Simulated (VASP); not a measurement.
From VASP inputs to Ansatz: CdTe (strained zincblende)

INCAR

```
LREAL = .FALSE.
ISMEAR = 0
METAGGA = R2SCAN
ISIF = 2
ALGO = Normal
EDIFF = 1E-7
LWAVE = .FALSE.
NELM = 120
ENCUT = 520
LASPH = .TRUE.
SIGMA = 0.01
NSW = 0
PREC = Accurate
NBANDS = 16
IBRION = -1
LCHARG = .FALSE.
```

KPOINTS

```
KPOINTS created by Atomic Simulation Environment
0
Gamma
6 6 6
0 0 0
```

KPOINTS_OPT

```
special points
6
Reciprocal
0.0000000000 0.0000000000 0.0000000000 1
-0.5000000000 -0.5000000000 0.0000000000 1
-0.3750000000 -0.3750000000 0.2500000000 1
-0.3750000000 0.0000000000 0.3750000000 1
0.0000000000 0.0000000000 0.5000000000 1
-0.5000000000 -0.2500000000 0.2500000000 1
```

POSCAR

```
Cd Te
 1.0000000000000000
     0.0000000000000000    3.2799551162000000    3.4111533208000000
     3.2799551162000000    0.0000000000000000    3.4111533208000000
     3.2799551162000000    3.2799551162000000    0.0000000000000000
 Cd  Te
   1   1
Cartesian
  0.0000000000000000  0.0000000000000000  0.0000000000000000
  1.6399775581000000  1.6399775581000000  1.7055766604000004
```

VASP ran with the recommended PBE PAW datasets (18 valence electrons in the cell).

**Question.** Translate these files to an Ansatz input.

**Answer.** 

```yaml
crystal:
  lattice:
    - [0.0, 3.2799551162, 3.4111533208]
    - [3.2799551162, 0.0, 3.4111533208]
    - [3.2799551162, 3.2799551162, 0.0]
  atoms:
    - { symbol: Cd, position: [0.0, 0.0, 0.0] }
    - { symbol: Te, position: [0.25, 0.25, 0.25] }
kpoints:
  mp_grid: { grid: [6, 6, 6] }
  band_path:
    path:
      - [0.0, 0.0, 0.0]
      - [-0.5, -0.5, 0.0]
      - [-0.375, -0.375, 0.25]
      - [-0.375, 0.0, 0.375]
      - [0.0, 0.0, 0.5]
      - [-0.5, -0.25, 0.25]
    npoints: 1
hamiltonian:
  xc: r2scan
scf:
  occupations: { method: fixed }
  n_extra_bands: 4
output:
  forces: true
  stress: true
  eigenvalues: true
```

Other inputs would serve too.

```tsv
	VASP	Ansatz
gap between bands v and c	0.98 eV	0.99 eV
least direct gap	0.98 eV	0.99 eV
pressure	-1.4 GPa	-1.5 GPa
```

Each program uses its own PAW datasets. VASP's cell holds 18 valence electrons and Ansatz's 36. Ansatz's stress includes a Pulay correction; VASP's doesn't.
